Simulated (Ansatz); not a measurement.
System: wurtzite BeO. Method: Hartree–Fock in Ansatz (PAW).

Output (set-up and result lines):

```
WARN output.stress: scf.exx.energy_threshold = 1e-6 eV is looser than the 4e-8 eV advised for a stress under a hybrid functional (1e-8 eV for each atom of the …
Crystal: 4 atoms, lattice volume = 27.117 Å³
Basis set: ecut = 460 eV, 603 PW (Γ), exchange–correlation on 40×40×64 points (8 copies of the dense FFT grid, shifted against one another)
Bands: 12, of which v1, the nominal top of the filled ones, is band 8 counted from 1 (7 counted from 0)
Symmetry: 12 space group operations
Space group: P63mc (ITA 186), of the structure as read, at distance tolerance 3.0e-5 Å
k-points: 76 of 864 (time reversal used)
Functional: x = pbe(κ = 0.804, μ = 0.2195149727645171), c = none, warm-up for x = 0 pbe(κ = 0.804, μ = 0.2195149727645171) + 1 exact, c = none
SCF iter   1: F=—  HF=-1304.229176 eV  |F-HF|=—  |Δ(HF+E_count)|=         —  Δρ=1.32e-2  dr2=3.31e-2
SCF iter   2: F=-1304.218471 eV  HF=-1304.220940 eV  |F-HF|=2.47e-3  |Δ(HF+E_count)|=   8.24e-3  Δρ=4.78e-3  dr2=3.48e-3
Crystal: 4 atoms, lattice volume = 27.117 Å³
Initial density: handed on by an earlier stage of this run
Functional: x = 0 pbe(κ = 0.804, μ = 0.2195149727645171) + 1 exact, c = none
  ...
Crystal: 4 atoms, lattice volume = 27.117 Å³
Crystal: 4 atoms, lattice volume = 27.117 Å³
SCF iter   5: F=—  HF=-1306.565478 eV  |F-HF|=—  |Δ(HF+E_count)|=   7.52e-9  Δρ=2.60e-6  dr2=6.48e-10
SCF iter   6: F=-1306.565478 eV  HF=-1306.565478 eV  |F-HF|=1.16e-11  |Δ(HF+E_count)|=  4.70e-10  Δρ=3.33e-7  dr2=1.56e-11
SCF 4 converged in 6 iterations: F = -1306.565478 eV  dr2 = 1.56e-11
Free energy (F): -1306.565478 eV
Internal energy: -1306.565478 eV  (E = F + TS)
E sigma→0 (E₀):  -1306.565478 eV
Fermi energy:    10.170036 eV
--- Forces (eV/Å), atoms counted from 1 ---
  atom   1  Be     0.00000000     0.00000000     0.00614303
  atom   2  Be     0.00000000    -0.00000000     0.00614303
  atom   3  O      0.00000000    -0.00000000    -0.00616660
  atom   4  O      0.00000000     0.00000000    -0.00616660
--- Stress (GPa, compression-positive) ---
        0.012466      -0.000000       0.000000
       -0.000000       0.012466       0.000000
        0.000000       0.000000      -0.024391
  P = ⅓ Tr σ = 0.0002 GPa (0.002 kbar)
```

Write an input file that could have produced this run (the log leaves some choices open).

Several could match; the one computed here: 
Ansatz 0.2 input:
```yaml
crystal:
  lattice:
    - [1.3411349326, -2.3229138431, 0.0]
    - [1.3411349326, 2.3229138431, 0.0]
    - [0.0, 0.0, 4.3521710121]
  atoms:
    - { symbol: Be, position: [0.6666666667, 0.3333333333, 0.4999137662] }
    - { symbol: Be, position: [0.3333333333, 0.6666666667, -0.0000862338] }
    - { symbol: O, position: [0.6666666667, 0.3333333333, 0.8780862338] }
    - { symbol: O, position: [0.3333333333, 0.6666666667, 0.3780862338] }
basis:
  ecutwfc: 460
  ecutrho_ratio: 4
  xc_grid: 2
kpoints:
  mp_grid: { grid: [12, 12, 6] }
hamiltonian:
  xc: hf
  dispersion: none
  pseudopotentials: { kind: paw }
scf:
  occupations: { method: fermi_dirac, width: 0.01 }
  convergence: { dr2_threshold: 0.0000000004 }
output:
  forces: true
  stress: true
  eigenvalues: true
```

The PAW data were made under PBE.

Computing time: roughly 2.7 core-minutes.

Ansatz is a first-principles code.
